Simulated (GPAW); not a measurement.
Runs of GPAW 26.7.0 on Al2Pt. It takes space group Fm-3m (No. 225, cubic). The conventional cell has a = 5.910 Å, b = 5.910 Å, c = 5.910 Å, α = 90.00°, β = 90.00°, γ = 90.00°. Around Pt (site symmetry m-3m) lie 8 Al at 2.56 Å. Al (site symmetry -43m) has 4 Pt at 2.56 Å as nearest neighbours. 

| task | level | potentials or basis | cell | gap on the mesh (eV) | pressure (GPa) | V0 of scaled cells (Å³/atom) | B0 (GPa) |
| --- | --- | --- | --- | --- | --- | --- | --- |
| single point | PBE | GPAW PAW data sets (gpaw-data 1.2.1), pw | as given | none | (b) | - | - |
| single point | PBE | GPAW PAW data sets (gpaw-data 1.2.1), pw | atoms moved at random, drawn with an rms of 0.05 Å | none | 3.2 | - | - |
| equation of state | PBEsol | PAW data sets generated in the run's folder for this functional, pw | as given | - | - | 17.14 | 138 |
| equation of state | LDA | the program's PAW data sets (release 1.2.1) made for this functional, pw | as given | - | - | 16.76 | (a) |
| equation of state | PBE | GPAW PAW data sets (gpaw-data 1.2.1), pw | as given | - | - | 17.58 | 128 |

Alike in all rows: no spin polarisation; k mesh 8 × 8 × 8; cutoff (eV) 600; smearing fermi-dirac 0.05 eV.

Question: Fill in the values left out.

Answer: (a) 145; (b) 2.9.

A k mesh can miss the band edges, and the runs leave out spin-orbit coupling on Pt.

A gap of «none» marks a metal or a gap under the smearing width.
